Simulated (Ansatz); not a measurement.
**GaN (P6_3mc): spin-orbit coupling beyond the local functionals**

Aim: the spin-orbit change of the gap of GaN (P6_3mc).

Method: density functionals with and without spin-orbit coupling, plane waves, PAW, in Ansatz 0.2.0.

The database entry behind the starting cell has ideal inner coordinates that were not refined, so it need not match the best structure at ambient conditions.

## Step 1: Set-up

It takes space group P6_3mc (No. 186, hexagonal). The conventional cell has a = 3.190 Å, b = 3.190 Å, c = 5.189 Å, α = 90.00°, β = 90.00°, γ = 120.00°. Nearest to Ga lie 4 N at 1.95 Å. Nearest to N lie 4 Ga at 1.95 Å. Farther neighbours and most contacts between anions are not listed.

The cell and positions come from the Crystallography Open Database and are kept as given unless a step says otherwise. The default PAW set here is soft_2. Its files were made with PBE.

## Step 2: HSE06, 6×6×2 mesh

This step: DFT, HSE06, plane waves, PAW.

input.yaml

```yaml
crystal:
  lattice:
    - [3.19, 0.0, 0.0]
    - [-1.595, 2.7626210381, 0.0]
    - [0.0, 0.0, 5.189]
  atoms:
    - { symbol: Ga, position: [0.6666666667, 0.3333333333, 0.0] }
    - { symbol: Ga, position: [0.3333333333, 0.6666666667, 0.5] }
    - { symbol: "N", position: [0.6666666667, 0.3333333333, 0.375] }
    - { symbol: "N", position: [0.3333333333, 0.6666666667, 0.875] }
kpoints:
  mp_grid: { grid: [6, 6, 2] }
  band_path:
    path:
      - [0.0, 0.0, 0.0]
      - [0.5, 0.0, 0.0]
      - [0.33333333, 0.33333333, 0.0]
      - [0.0, 0.0, 0.5]
      - [0.5, 0.0, 0.5]
      - [0.33333333, 0.33333333, 0.5]
    npoints: 1
hamiltonian:
  xc: hse06
scf:
  occupations: { method: fixed }
  n_extra_bands: 5
output:
  eigenvalues: true
```

Run with:

```console
$ ansatz run input.yaml --threads 3 --pin off --max-ram 92160MiB --backend cuda --events-out ev --progress --plain --runs-dir out --devices 1 --max-vram 13GiB  # rebuilt from the run's record
```

Numbers of over 12 decimals in the logs are rounded to 6 here.

Output:

```text
scf.n_extra_bands = 5 over 18 filled bands (N_el = 36.0): the run solves 23 bands
exact exchange: scf.exx.singularity resolves to wigner_seitz, which cuts the screened interaction at the faces of the exchange supercell's Wigner-Seitz cell, so that each pair interacts once, at the shortest of its separations (the periodic images that this leaves out come, for a point-like exchange hole, to about 0.002 eV on a filled level). The cut falls within the interaction's reach, and what an exchange supercel [...]
GPUs: using 1 of 1 available (devices: 1).
Engine: ansatz 0.2.0, x86_64-unknown-linux-gnu
Pseudopotentials: kind: paw
Pseudopotential: Ga, paw, valence charge 13, recommended cutoff 420 eV (normal), Ga.paw.azcp
Pseudopotential: N, paw, valence charge 5, recommended cutoff 420 eV (normal), N.paw.azcp
Functional definition: HSE06
  parameter a = 0.25
  parameter omega = 0.11/bohr
  exchange = pbe_x - a*pbe_x_sr(omega) + a*exact_x_sr(omega)
  correlation = pbe_c
davidson cushion auto → on  (no smearing: the cushion is to keep the highest requested band from converging to the state above it; pin scf.eigensolver.cushion to override)
device memory: the entry about to start is reckoned to put 0.6 GiB on a device that reports 75.5 GiB free (of which the cap on the GPU budget leaves the run 13.0 GiB)
GPU FFT provider: cuFFT
GPU libraries: cuBLAS 13.8.2, cuFFT 12.4.0, cuSOLVER 12.3.4
Crystal: 4 atoms, lattice volume = 45.729 Å³
Basis set: ecut = 420 eV, 917 PW (Γ)
Bands: 23, of which v1, the nominal top of the filled ones, is band 18 counted from 1 (17 counted from 0)
Symmetry: 12 space group operations
Space group: P63mc (ITA 186), of the structure as read, at distance tolerance 3.6e-5 Å
k-points: 14 of 72
Non-local potential: Ga, projectors of the file, l = 0: 2, l = 1: 2, l = 2: 3, l = 3: 1
Non-local potential: N, projectors of the file, l = 0: 2, l = 1: 2, l = 2: 1
PAW form: soft (Blöchl's): semilocal exchange-correlation on the pseudo side does not see the compensation charge
PAW frozen core: Ga, regenerated for the run's functional, and the local potential with it (the file was generated under x = pbe(κ = 0.804, μ = 0.219515), c = pbe(β = 0.066725))
PAW frozen core: N, regenerated for the run's functional, and the local potential with it (the file was generated under x = pbe(κ = 0.804, μ = 0.219515), c = pbe(β = 0.066725))
PAW one-centre angular grid: Ga, 590 points (default); XC on 64 Gauss nodes
PAW one-centre angular grid: N, 110 points (default); XC on 64 Gauss nodes
Initial density: superposition of atomic densities (neutral atoms: chi_scale 0, normalization atom), corrected by the library's trained network
Initial wavefunctions: pseudopotential atomic-orbital guess
GPU buffer pool allocated for 20736 grid points (all kernels)
[...]
Frozen-core exchange: fock
SCF iter   1: F=—  HF=-8336.817482 eV  |F-HF|=—  |Δ(HF+E_count)|=         —  Δρ=1.04e-4  dr2=5.81e-6  ethr=1.58e-6  ⟨swp⟩=3.0  Hψ=764  notcnv=0
preconditioner: auto → none  [insulator: Δε(μ)=3.150 eV  Ē_g=20.190 eV  n_scr=22 (ndim 8)  ℏωp=32.9 eV  f_vac=0.011]
iter 2 solved again at ethr=1.14e-10 eV; its pass at ethr=1.51e-8 eV (dr2=4.12e-8 eV) is discarded
SCF iter   2: F=—  HF=-8336.817484 eV  |F-HF|=—  |Δ(HF+E_count)|=   2.55e-6  Δρ=1.50e-5  dr2=2.47e-7  ethr=1.14e-10  ⟨swp⟩=2.7  Hψ=1988  notcnv=0
SCF iter   3: F=—  HF=-8336.817487 eV  |F-HF|=—  |Δ(HF+E_count)|=   2.32e-6  Δρ=2.72e-5  dr2=2.45e-7  ethr=1.14e-10  ⟨swp⟩=4.5  Hψ=1353  notcnv=0
SCF iter   4: F=-8336.817487 eV  HF=-8336.817487 eV  |F-HF|=3.45e-8  |Δ(HF+E_count)|=   3.46e-8  Δρ=5.33e-6  dr2=1.12e-8  ethr=1.14e-10  ⟨swp⟩=4.0  Hψ=1143  notcnv=0
SCF 3 converged in 4 iterations: F = -8336.817487 eV  dr2 = 1.12e-8
hybrid outer 2: dexx = +2.152e-6 eV, tail = 2.20e-7 eV, Δε = 7.57e-3 eV (about 4.23e-4 eV left of the loop's levels)
the search or the solves at the SCF's close seem to have found levels that the self-consistency loop had missed (the run counts 1). By its estimate they hold under 1e-12 electrons; where the run keeps them, the occupations were computed again with them
device memory: the entry about to start is reckoned to put 0.4 GiB on a device that reports 64.0 GiB free (of which the cap on the GPU budget leaves the run 13.0 GiB)
NSCF: frozen V_eff on 6 k-points
hybrid SCF converged: 2 outer / 10 inner (+2 warm-up), last move |dexx| = 2.15e-6 eV, tail = 2.20e-7 eV
Stability not checked: this state was not tested for a lower state beside it, because the functional holds exact exchange (a hybrid, or Hartree-Fock), whose exchange loop this test does not read (fock_operator; see scf.lower_state_search)
Free energy (F): -8336.817486 eV
Frozen-core exchange: fock
Harris-Foulkes:  -8336.817486 eV  (|F-HF|=3.45e-8)
Internal energy: -8336.817486 eV  (E = F + TS)
E sigma→0 (E₀):  -8336.817486 eV
Fermi energy:    8.863567 eV
--- Per-component energies (eV) ---
  E_band       = -92.775533
  E_kinetic    = 493.414898
  E_local      = -3912.604677  (includes V_loc(G=0)·N_el)
  E_nonlocal   = 949.714989
  E_hartree    = 1807.810900
  E_xc         = -207.098119
  E_vxc        = -214.253481  (∫ρ·V_xc dr)
  E_exx        = -124.009480  (= α·E_x^exact, valence–valence)
  E_paw        = -4171.717770  (= ΣΔE_a)
  E_vpaw       = -776.651989  (= ΣTr[D̂ρ^β])
  E_aug_tail   = 0.000121  (compensation charges beyond the density's cutoff)
  E_ewald      = -3172.508547
  E_core_change = 0.180199  (= ΣΔE_core)
  E_smearing   = -0.000000  (= −TS)
  E_closure    = -0.000000  (closes the sum)
  Σ components = -8336.817486   (vs F -8336.817486, Δ=0.00e0)
--- Band table (eV; the first three rows and the last of 14) ---
  k-point 0: bands = [... 14 lower, 7.7314, 8.7921, 8.8636, 8.8636, 12.0146, 14.5308, 19.7969, 20.3088, ... 1 higher]
  k-point 1: bands = [... 14 lower, 8.2815, 8.2815, 8.2815, 8.2815, 14.4910, 14.4910, 18.9321, 18.9321, ... 1 higher]
  k-point 2: bands = [... 14 lower, 7.0834, 7.1887, 8.4873, 8.6078, 13.5692, 15.8844, 18.5438, 19.3290, ... 1 higher]
  k-point 13: bands = [... 14 lower, 4.3736, 4.3736, 7.2621, 7.2621, 16.7427, 16.7427, 17.5383, 17.5383, ... 1 higher]
```

Elapsed: 21 s, on 1 × NVIDIA H100 80GB HBM3 (shared by 6 runs) with 3 threads of AMD EPYC 7R13 (Zen 3), shared host; peak memory 1.3 GiB; 12 s of CPU time.

This step gave:

```
gap                     : 3.151 eV
valence top at          : Γ
conduction bottom at    : Γ
least direct gap        : 3.151 eV
exact-exchange fraction : 0.25
```

The gap is direct, at Γ.

## Step 3: HSE06+SOC, 6×6×2 mesh

Spin-orbit coupling can split or shift the edges; a non-collinear run measures by how much.

This step: DFT, HSE06 with spin-orbit coupling, plane waves, PAW.

Changes to input.yaml since step 2:

```diff
@@ -25,3 +25,6 @@
   occupations: { method: fixed }
-  n_extra_bands: 5
+  n_extra_bands: 10
+magnetization:
+  noncollinear: true
+  spin_orbit: true
 output:
```

Output:

```text
[...]
GPUs: using 1 of 1 available (devices: 1).
[...]
non-collinear run that drives no moment, with spin-orbit: no starting moment large enough to seed its density (crystal.atoms[].spin), no starting occupations that ask for one, no magnetisation constraint and no magnetic field, so the semilocal B_xc is pinned to zero
[...]
GPU FFT provider: cuFFT
GPU libraries: cuBLAS 13.8.2, cuFFT 12.4.0, cuSOLVER 12.3.4
Crystal: 4 atoms, lattice volume = 45.729 Å³
Basis set: ecut = 420 eV, 917 PW (Γ)
Bands: 46, of which v1, the nominal top of the filled ones, is band 36 counted from 1 (35 counted from 0)
Symmetry: 12 space group operations + 12 with time reversal
[...]
k-points: 14 of 72
Projection manifold: j_resolved (fully-relativistic pseudo-atomic orbitals)
[...]
GPU buffer pool allocated for 20736 grid points (all kernels)
[...]
SCF iter   1: F=—  HF=-8337.145060 eV  |F-HF|=—  |Δ(HF+E_count)|=         —  Δρ=1.06e-1  dr2=4.94e0  dr2_m=0.00e0 (ungated)  ethr=1.00e-1  |M|=0.00e0 ∫|m|=0.00e0 μB  |m|>n=0.0e0 m-floor=0.0e0 τ_xc=0.0e0  β_m=0.30  ⟨swp⟩=4.0  Hψ=2456  notcnv=0
[...]
SCF iter   4: F=—  HF=-8335.981631 eV  |F-HF|=—  |Δ(HF+E_count)|=   4.59e-3  Δρ=3.16e-3  dr2=2.07e-3  dr2_m=0.00e0 (ungated)  ethr=6.74e-6  |M|=0.00e0 ∫|m|=0.00e0 μB  |m|>n=0.0e0 m-floor=0.0e0 τ_xc=0.0e0  β_m=0.49  ⟨swp⟩=4.5  Hψ=3868  notcnv=0  defer=2
eigensolver tolerance schedule: the retry pair's looser diagonalisation over-reported the residual by 0.17 of it (diagonalisation noise at 0.17 of the residual, at the tolerance the schedule requests for it); recorded, not acted on — ethr = c·dr2/N_el stays at c = 1.0e-1
SCF iter   5: F=-8335.980891 eV  HF=-8335.980782 eV  |F-HF|=1.09e-4  |Δ(HF+E_count)|=   8.49e-4  Δρ=1.26e-3  dr2=3.25e-4  dr2_m=0.00e0 (ungated)  ethr=5.76e-6  |M|=0.00e0 ∫|m|=0.00e0 μB  |m|>n=0.0e0 m-floor=0.0e0 τ_xc=0.0e0  ⟨swp⟩=4.0  Hψ=2100  notcnv=0
SCF 1 stopped early in 5 iterations: F = -8335.980891 eV  dr2 = 3.25e-4
[...]
GPU FFT provider: cuFFT
GPU libraries: cuBLAS 13.8.2, cuFFT 12.4.0, cuSOLVER 12.3.4
Projection manifold: j_resolved (fully-relativistic pseudo-atomic orbitals)
[...]
GPU buffer pool allocated for 20736 grid points (all kernels)
[...]
Frozen-core exchange: fock
SCF iter   1: F=—  HF=-8335.618668 eV  |F-HF|=—  |Δ(HF+E_count)|=         —  Δρ=1.70e-2  dr2=5.18e-2  dr2_m=0.00e0 (ungated)  ethr=9.02e-6  |M|=0.00e0 ∫|m|=0.00e0 μB  |m|>n=0.0e0 m-floor=0.0e0 τ_xc=0.0e0  β_m=0.30  ⟨swp⟩=7.1  Hψ=3021  notcnv=0
[...]
SCF iter   6: F=-8335.606449 eV  HF=-8335.606449 eV  |F-HF|=8.37e-8  |Δ(HF+E_count)|=   4.61e-6  Δρ=3.78e-5  dr2=7.28e-6  dr2_m=0.00e0 (ungated)  ethr=6.19e-8  |M|=0.00e0 ∫|m|=0.00e0 μB  |m|>n=0.0e0 m-floor=0.0e0 τ_xc=0.0e0  ⟨swp⟩=3.0  Hψ=1598  notcnv=0
SCF 2 stopped early in 6 iterations: F = -8335.606449 eV  dr2 = 7.28e-6
[...]
hybrid outer 1: dexx = +1.783e-2 eV, tail = 5.60e-5 eV
GPU FFT provider: cuFFT
GPU libraries: cuBLAS 13.8.2, cuFFT 12.4.0, cuSOLVER 12.3.4
Projection manifold: j_resolved (fully-relativistic pseudo-atomic orbitals)
GPU buffer pool allocated for 20736 grid points (all kernels)
[...]
Frozen-core exchange: fock
SCF iter   1: F=—  HF=-8335.605858 eV  |F-HF|=—  |Δ(HF+E_count)|=         —  Δρ=7.43e-5  dr2=2.41e-6  dr2_m=0.00e0 (ungated)  ethr=7.78e-7  |M|=0.00e0 ∫|m|=0.00e0 μB  |m|>n=0.0e0 m-floor=0.0e0 τ_xc=0.0e0  β_m=0.30  ⟨swp⟩=3.1  Hψ=1578  notcnv=0
[...]
SCF iter   4: F=-8335.605860 eV  HF=-8335.605860 eV  |F-HF|=1.77e-8  |Δ(HF+E_count)|=   1.72e-8  Δρ=2.94e-6  dr2=4.03e-9  dr2_m=0.00e0 (ungated)  ethr=1.20e-10  |M|=0.00e0 ∫|m|=0.00e0 μB  |m|>n=0.0e0 m-floor=0.0e0 τ_xc=0.0e0  ⟨swp⟩=3.1  Hψ=1814  notcnv=0
SCF 3 converged in 4 iterations: F = -8335.605860 eV  dr2 = 4.03e-9
[...]
NSCF: frozen V_eff on 6 k-points
[...]
Magnetization: |M| = 0.0000 μB,  M = (+0.0000, +0.0000, +0.0000) μB
Absolute magnetization: 0.0000 μB (∫|m|)
  site 0: m = (+0.0000, +0.0000, +0.0000) μB, |m| = 0.0000 μB  (R = 0.80 Å)
  site 1: m = (+0.0000, +0.0000, +0.0000) μB, |m| = 0.0000 μB  (R = 0.80 Å)
  site 2: m = (+0.0000, +0.0000, +0.0000) μB, |m| = 0.0000 μB  (R = 0.80 Å)
  site 3: m = (+0.0000, +0.0000, +0.0000) μB, |m| = 0.0000 μB  (R = 0.80 Å)
Free energy (F): -8335.605860 eV
Frozen-core exchange: fock
[...]
Internal energy: -8335.605860 eV  (E = F + TS)
E sigma→0 (E₀):  -8335.605860 eV
Fermi energy:    8.869941 eV
[...]
--- Band table (eV; the first three rows and the last of 14) ---
  k-point 0: bands = [... 32 lower, 8.8591, 8.8591, 8.8699, 8.8699, 12.0144, 12.0144, 14.5304, 14.5304, ... 6 higher]
  k-point 1: bands = [... 32 lower, 8.2938, 8.2938, 8.2938, 8.2938, 14.4903, 14.4903, 14.4903, 14.4903, ... 6 higher]
  k-point 2: bands = [... 32 lower, 8.4748, 8.4983, 8.6054, 8.6114, 13.5634, 13.5741, 15.8768, 15.8909, ... 6 higher]
  k-point 13: bands = [... 32 lower, 7.2575, 7.2575, 7.2659, 7.2659, 16.7294, 16.7294, 16.7541, 16.7541, ... 6 higher]
```

Wall time 38 s (1 × NVIDIA H100 80GB HBM3 (shared by 6 runs) with 3 threads); peak memory 1.6 GiB; 64 s of CPU time.

This step gave:

```yaml
gap: 3.144 eV
valence_top_at: Γ
conduction_bottom_at: Γ
least_direct_gap: 3.144 eV
exact_exchange_fraction: 0.25
```

The gap stands −0.01 eV against HSE06.

## Step 4: Together

Times are wall times on 1 × NVIDIA H100 80GB HBM3 (shared by 6 runs) with 3 threads of AMD EPYC 7R13 (Zen 3), shared host, good to a factor of about two.

| level | gap (eV) | with coupling (eV) | change (eV) | time | with coupling |
| --- | --- | --- | --- | --- | --- |
| HSE06 | 3.15 | 3.14 | −0.01 | 21 s | 38 s |

## Step 5: Results

```yaml
hse06: 3.15 eV
hse06_soc: 3.14 eV
```

Spin-orbit coupling changes the gap by −0.01 eV and the least direct gap by −0.01 eV.

[Paths, hosts, dates, memory and timing lines, banners, echoed tables and standing remarks are left out of the program output.]

[Logs are printed without paths, hosts, clocks, repeated set-up lines and the standing remarks that a program may print on its own settings, such as how far it seeks lower states.]

[Runs of the session that timed out or met a known fault of the program may be left out.]

[Cells called generated may have been cut or substituted from an entry of the Crystallography Open Database or the Materials Project.]

[Hosts, paths, dates, database ids (printed as entryN), source tags and the programs' standing remarks are cut or masked in the printed files.]
